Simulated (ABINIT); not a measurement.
# La2O3 (P-3m1) in ABINIT: single point with PBE

Aim: the single point of La2O3 with PBE.

All numbers are computed with ABINIT 10.8.3 (patched build); they aren't measurements. Logs are shortened: lines on timing, memory, paths and dates and some standing lists are left out, and cuts for length are marked. The log counts tension as positive stress, the text compression.

## Step 1: The undisturbed crystal

The structure is trigonal, space group P-3m1 (No. 164). The conventional cell has a = 3.931 Å, b = 3.931 Å, c = 6.112 Å, α = 90.00°, β = 90.00°, γ = 120.00°. Around La (site symmetry 3m) lie 4 O at 2.36 to 2.44 Å. O (site symmetry -3m) is surrounded by 6 La at 2.72 Å. O (site symmetry 3m) is surrounded by 4 La at 2.36 to 2.44 Å.

The cell is a database's computed one.

## Step 2: Single point, PBE (atoms moved at random, drawn with an rms of 0.05 Å)

The input, run.abi:

```
# Pseudopotentials
pp_dirpath "./"
pseudos "La.GGA_PBE-JTH.xml, O.GGA_PBE-JTH.xml"

# Structure
acell 3*1.0
rprim
     7.4280936462     0.0000000000     0.0000000000
    -3.7140468231     6.4329177993     0.0000000000
     0.0000000000     0.0000000000    11.5499182392
ntypat 2
znucl 57 8
natom 5
typat 1 1 2 2 2
xred
     0.3394670000     0.6588080000     0.2459800000
     0.6754630000     0.3387370000     0.7552280000
     0.0055620000     0.0024750000    -0.0033560000
     0.3362110000     0.6643290000     0.6501560000
     0.6719440000     0.3266460000     0.3569860000
chkprim 0
chksymtnons 0
tolsym 1.0e-6

# Plane-wave basis
ecut 23.0
pawecutdg 45.0
pawxcdev 0

# k points
kptopt 1
ngkpt 8 8 5
nshiftk 1
shiftk 0.0 0.0 0.0

# Exchange and correlation
ixc 11

# Bands and occupations
nband 27
occopt 3
tsmear 0.05 eV

# SCF cycle
nstep 100
tolvrs 1.0e-9

# Output
iomode 3
prtwf 0
prtden 0
prteig 0
prtebands 0
enunit 2
```

Potentials or basis: JTH PAW PBE v2.0.

On the command line:

```
abinit run.abi > log 2>&1
```

run.abo:

```text
.Version 10.8.3 of ABINIT
 Symmetries : space group P1 (#  1); Bravais aP (primitive triclinic)
================================================================================
 Values of the parameters that define the memory need of the present run
     intxc =       0    ionmov =       0      iscf =      17    lmnmax =      32
     lnmax =       8     mgfft =      50  mpssoang =       4    mqgrid =    3488
     natom =       5  nloc_mem =       2    nspden =       1   nspinor =       1
    nsppol =       1      nsym =       1    n1xccc =       1    ntypat =       2
    occopt =       3   xclevel =       2
       mpw =        2930          nfft =       64800          nkpt =         162
 PAW method is used; the additional fine FFT grid is defined by:
   mgfftf=        72    nfftf =    165888
================================================================================
================================================================================

--------------------------------------------------------------------------------
------------- Echo of variables that govern the present computation ------------
--------------------------------------------------------------------------------
 -outvars: echo values of preprocessed input variables --------
            acell      1.0000000000E+00  1.0000000000E+00  1.0000000000E+00 Bohr
              amu      1.38905500E+02  1.59994000E+01
          chkprim           0
      chksymtnons           0
             ecut      2.30000000E+01 Hartree
           enunit           2
                       outvar_i_n : Printing only first  50 k-points.
              ixc          11
                       outvar_i_n : Printing only first  50 k-points.
         kptrlatt        8    0    0      0    8    0      0    0    5
          kptrlen      5.77495912E+01
            natom           5
            nband          27
            ngfft          36      36      50
          ngfftdg          48      48      72
             nkpt         162
            nstep         100
             nsym           1
           ntypat           2
                       prtocc : prtvol=0, do not print more k-points.
           occopt           3
        pawecutdg      4.50000000E+01 Hartree
         pawxcdev           0
           prtden           0
        prtebands           0
           prteig           0
            prtwf           0
            rprim      7.4280936462E+00  0.0000000000E+00  0.0000000000E+00
                      -3.7140468231E+00  6.4329177993E+00  0.0000000000E+00
                       0.0000000000E+00  0.0000000000E+00  1.1549918239E+01
          spgroup           1
           tolsym      1.00000000E-06
           tolvrs      1.00000000E-09
           tsmear      1.83746611E-03 Hartree
            typat      1  1  2  2  2
           useylm           1
                       outvars : Printing only first  50 k-points.
           xangst      3.9555417760E-02  2.2426835568E+00  1.5034183258E+00
                       1.9893450634E+00  1.1531127430E+00  4.6159184299E+00
                       1.6998648922E-02  8.4252799043E-03 -2.0511715999E-02
                       1.5905892673E-02  2.2614778883E+00  3.9737232500E+00
                       1.9992761737E+00  1.1119531231E+00  2.1818818378E+00
            xcart      7.4748906362E-02  4.2380577095E+00  2.8410488885E+00
                       3.7593173398E+00  2.1790672766E+00  8.7228216520E+00
                       3.2122790973E-02  1.5921471553E-02 -3.8761525611E-02
                       3.0057780939E-02  4.2735738487E+00  7.5092486427E+00
                       3.7780844184E+00  2.1012868675E+00  4.1231591125E+00
             xred      3.3946700000E-01  6.5880800000E-01  2.4598000000E-01
                       6.7546300000E-01  3.3873700000E-01  7.5522800000E-01
                       5.5620000000E-03  2.4750000000E-03 -3.3560000000E-03
                       3.3621100000E-01  6.6432900000E-01  6.5015600000E-01
                       6.7194400000E-01  3.2664600000E-01  3.5698600000E-01
            znucl       57.00000    8.00000

================================================================================

 chkinp: Checking input parameters for consistency.

================================================================================
== DATASET  1 ==================================================================

--- !DatasetInfo
iteration_state: {dtset: 1, }
dimensions: {natom: 5, nkpt: 162, mband: 27, nsppol: 1, nspinor: 1, nspden: 1, mpw: 2930, }
cutoff_energies: {ecut:  23.0, pawecutdg:  45.0, }
electrons: {nelect:   4.00000000E+01, charge:   0.00000000E+00, occopt:   3.00000000E+00, tsmear:   1.83746611E-03, }
meta: {optdriver: 0, ionmov: 0, optcell: 0, iscf: 17, paral_kgb: 0, }
...
[... 129 lines left out ...]
       0.675463000000      0.338737000000      0.755228000000
       0.005562000000      0.002475000000     -0.003356000000
       0.336211000000      0.664329000000      0.650156000000
       0.671944000000      0.326646000000      0.356986000000
 rms dE/dt=  2.4951E-02; max dE/dt=  5.0352E-02; dE/dt below (all hartree)
    1       0.008036245048     -0.012294621777     -0.018214199265
    2       0.003350842058      0.022529015044     -0.018282400391
    3      -0.002062249405      0.007963321815     -0.055508321784
    4      -0.011528343483     -0.008360615795      0.050352290820
    5       0.003478346778     -0.010094401353      0.044005337841

 cartesian coordinates (angstrom) at end:
    1      0.03955541775971     2.24268355684894     1.50341832582414
    2      1.98934506343922     1.15311274300910     4.61591842985411
    3      0.01699864892198     0.00842527990431    -0.02051171599913
    4      0.01590589267263     2.26147788830418     3.97372325003870
    5      1.99927617374130     1.11195312308059     2.18188183780249

 cartesian forces (hartree/bohr) at end:
    1     -0.00104754695071     0.00129840349282     0.00161773792009
    2     -0.00041677905615    -0.00375077268809     0.00162364282124
    3      0.00031195320286    -0.00106579527990     0.00484668913395
    4      0.00158631706110     0.00220752256849    -0.00431879675182
    5     -0.00043394425710     0.00131064190667    -0.00376927312345
 frms,max,avg= 2.4379937E-03 4.8466891E-03  -3.432E-05 -1.182E-05 -4.074E-05 h/b

 cartesian forces (eV/Angstrom) at end:
    1     -0.05386703002074     0.06676659206482     0.08318742854226
    2     -0.02143164076265    -0.19287248638617     0.08349107076793
    3      0.01604127865766    -0.05480539683605     0.24922677585152
    4      0.08157170301030     0.11351537454942    -0.22208145813927
    5     -0.02231431088458     0.06739591660798    -0.19382381702245
 frms,max,avg= 1.2536668E-01 2.4922678E-01  -1.765E-03 -6.077E-04 -2.095E-03 e/A
 length scales=  1.000000000000  1.000000000000  1.000000000000 bohr
              =  0.529177210544  0.529177210544  0.529177210544 angstroms
 Fermi (or HOMO) energy (hartree) =   0.15445   Average Vxc (hartree)=  -0.39609
 Eigenvalues (hartree) for nkpt= 162  k points:
 kpt#   1, nband= 27, wtk=  0.00313, kpt=  0.0000  0.0000  0.0000 (reduced coord)
  -0.99124   -0.98012   -0.51592   -0.46995   -0.45489   -0.38356   -0.38236   -0.37267
  -0.37207   -0.37005   -0.34268    0.01825    0.01865    0.02523    0.02684    0.03012
   0.04524    0.09175    0.09309    0.10207    0.26481    0.27393    0.27459    0.29561
   0.30191    0.30238    0.30297
      occupation numbers for kpt#   1
   2.00000    2.00000    2.00000    2.00000    2.00000    2.00000    2.00000    2.00000
   2.00000    2.00000    2.00000    2.00000    2.00000    2.00000    2.00000    2.00000
   2.00000    2.00000    2.00000    2.00000    0.00000    0.00000    0.00000    0.00000
   0.00000    0.00000    0.00000
 prteigrs : prtvol=0 or 1, do not print more k-points.

 Fermi (or HOMO) energy (eV) =   4.20268   Average Vxc (eV)= -10.77804
 Eigenvalues (   eV  ) for nkpt= 162  k points:
 kpt#   1, nband= 27, wtk=  0.00313, kpt=  0.0000  0.0000  0.0000 (reduced coord)
 -26.97314  -26.67037  -14.03888  -12.78793  -12.37807  -10.43729  -10.40456  -10.14095
 -10.12442  -10.06946   -9.32489    0.49657    0.50748    0.68660    0.73036    0.81959
   1.23106    2.49653    2.53323    2.77738    7.20590    7.45398    7.47200    8.04403
   8.21531    8.22810    8.24434
 prteigrs : prtvol=0 or 1, do not print more k-points.

--- !EnergyTerms
iteration_state     : {dtset: 1, }
comment             : Components of total free energy in Hartree
kinetic             :  4.25932768732487E+01
hartree             :  1.98041898200685E+01
xc                  : -3.00209136429881E+01
Ewald energy        : -9.79375738818720E+01
psp_core            :  1.02101230228981E+01
local_psp           : -6.35622775029151E+01
PAW spherical_terms :  6.06416295683809E+00
internal            : -1.12849012354722E+02
'-kT*entropy'       : -2.86852030703626E-14
total_energy        : -1.12849012354722E+02
total_energy_eV     : -3.07077806266182E+03
...

--- !EnergyTermsDC
iteration_state     : {dtset: 1, }
comment             : '"Double-counting" decomposition of free energy'
band_energy         : -1.02652313336817E+01
Ewald energy        : -9.79375738818720E+01
psp_core            :  1.02101230228981E+01
xc_dc               : -2.11449050887520E+01
PAW spherical_terms :  6.28857523054594E+00
internal            : -1.12849012050862E+02
'-kT*entropy'       : -2.86852030703626E-14
total_energy_dc     : -1.12849012050862E+02
total_energy_dc_eV  : -3.07077805439336E+03
...

--- !EnergyTermsWithPAWCore
iteration_state     : {dtset: 1, }
comment             : 'Components of total free energy, including PAW core contributions'
Total energy        : -1.72130988537831E+04
Total energy DC     : -1.72130988534792E+04
Total energy (eV)   : -4.68392281400544E+05
Total energy DC (eV): -4.68392281392275E+05
...

 Cartesian components of stress tensor (hartree/bohr^3)
  sigma(1 1)= -1.06964996E-04  sigma(3 2)=  1.17454532E-05
  sigma(2 2)= -7.68503398E-05  sigma(3 1)= -2.36203344E-06
  sigma(3 3)= -8.74413137E-05  sigma(2 1)= -2.03783918E-07

-Cartesian components of stress tensor (GPa)         [Pressure=  2.6602E+00 GPa]
- sigma(1 1)= -3.14701884E+00  sigma(3 2)=  3.45563164E-01
- sigma(2 2)= -2.26101506E+00  sigma(3 1)= -6.94934229E-02
- sigma(3 3)= -2.57261227E+00  sigma(2 1)= -5.99552987E-03

== END DATASET(S) ==============================================================
================================================================================

 -outvars: echo values of variables after computation  --------
            acell      1.0000000000E+00  1.0000000000E+00  1.0000000000E+00 Bohr
           etotal     -1.1284901205E+02
            fcart     -1.0475469507E-03  1.2984034928E-03  1.6177379201E-03
                      -4.1677905615E-04 -3.7507726881E-03  1.6236428212E-03
                       3.1195320286E-04 -1.0657952799E-03  4.8466891339E-03
                       1.5863170611E-03  2.2075225685E-03 -4.3187967518E-03
                      -4.3394425710E-04  1.3106419067E-03 -3.7692731235E-03
            rprim      7.4280936462E+00  0.0000000000E+00  0.0000000000E+00
                      -3.7140468231E+00  6.4329177993E+00  0.0000000000E+00
                       0.0000000000E+00  0.0000000000E+00  1.1549918239E+01
           strten     -1.0696499630E-04 -7.6850339784E-05 -8.7441313681E-05
                       1.1745453225E-05 -2.3620334362E-06 -2.0378391827E-07
           xangst      3.9555417760E-02  2.2426835568E+00  1.5034183258E+00
                       1.9893450634E+00  1.1531127430E+00  4.6159184299E+00
                       1.6998648922E-02  8.4252799043E-03 -2.0511715999E-02
                       1.5905892673E-02  2.2614778883E+00  3.9737232500E+00
                       1.9992761737E+00  1.1119531231E+00  2.1818818378E+00
             xred      3.3946700000E-01  6.5880800000E-01  2.4598000000E-01
                       6.7546300000E-01  3.3873700000E-01  7.5522800000E-01
                       5.5620000000E-03  2.4750000000E-03 -3.3560000000E-03
                       3.3621100000E-01  6.6432900000E-01  6.5015600000E-01
                       6.7194400000E-01  3.2664600000E-01  3.5698600000E-01
 Calculation completed.
```

It took 11 min on 1 thread of Intel Xeon 6975P-C (Granite Rapids), shared host; peak memory 0.57 GiB.

What came out:

```
Free energy                                           : -3070.7781 eV
Pressure                                              : 2.7 GPa
Largest force                                         : 0.262 eV/Å
Band gap on the k mesh                                : 3.85 eV, indirect (least direct gap 4.04 eV)
Valence electrons inside the program's atomic spheres : La 7.96, 7.98; O 4.48, 4.56
```

Forces in eV/Å, atoms in the order of the input:
```
La  -0.054  0.067  0.083
La  -0.021 -0.193  0.083
O    0.016 -0.055  0.249
O    0.082  0.114 -0.222
O   -0.022  0.067 -0.194
```

Stress tensor (GPa, compression positive):
```
 3.15  0.01  0.07
 0.01  2.26 -0.35
 0.07 -0.35  2.57
```

Caveat: spin-orbit coupling is left out, which moves the levels of the heavy elements; an odd mesh through Γ misses points on the zone boundary, where band edges often lie.
